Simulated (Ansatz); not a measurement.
**Zr₂N: do energies and stresses tell the same story?**

All numbers below come from DFT r2SCAN, scalar-relativistic, plane waves, PAW (Ansatz).

Plane waves to 500 eV, a k mesh through Γ of 8×8×10 on the computed 6-atom cell and Gaussian smearing (0.10 eV); no spin polarisation.

Relaxed cell: P4_2/mnm, a = 5.417 Å, b = 5.417 Å, c = 3.300 Å, α = 90.00°, β = 90.00°, γ = 90.00°, 6 atoms in the primitive cell. Whether it is the stable form of this composition wasn't checked.

Energies at zero smearing and pressures from the stress tensor, at volumes with shape and atoms relaxed:
```tsv
V (Å³/atom)	E − E(first) (meV/atom)	P (GPa)
14.205	0.00	30.16
14.689	-76.89	20.88
15.173	-127.65	12.86
15.657	-155.81	5.94
16.142	-164.59	0.00
16.626	-156.70	-5.09
17.110	-134.57	-9.43
```

Problem. Check P = −dE/dV between neighbouring volumes, and get the bulk modulus from the pressures alone.

Solution. With 1 eV/Å³ = 160.2 GPa:
```json
{"middle V (Å³/atom)": "14.447", "−ΔE/ΔV (GPa)": "25.439", "mean P (GPa)": "25.521"}
{"middle V (Å³/atom)": "14.931", "−ΔE/ΔV (GPa)": "16.794", "mean P (GPa)": "16.870"}
{"middle V (Å³/atom)": "15.415", "−ΔE/ΔV (GPa)": "9.320", "mean P (GPa)": "9.398"}
{"middle V (Å³/atom)": "15.900", "−ΔE/ΔV (GPa)": "2.903", "mean P (GPa)": "2.970"}
{"middle V (Å³/atom)": "16.384", "−ΔE/ΔV (GPa)": "-2.609", "mean P (GPa)": "-2.546"}
{"middle V (Å³/atom)": "16.868", "−ΔE/ΔV (GPa)": "-7.323", "mean P (GPa)": "-7.262"}
```

The two differ by 0.08 GPa at most. The mean of two end pressures misses the average over a step by about ΔV² P″/12, up to 0.11 GPa here; with that taken off 0.03 GPa remains. The stress is the derivative of the free energy, not of the energy at zero smearing, and with free energies 0.00 GPa remains. Around V = 16.142 Å³/atom, the two neighbours give B = −V ΔP/ΔV = 16.142 × 11.03 / 0.968 = 183.9 GPa, against B0 = 183.2 GPa from the Birch–Murnaghan fit of the energies.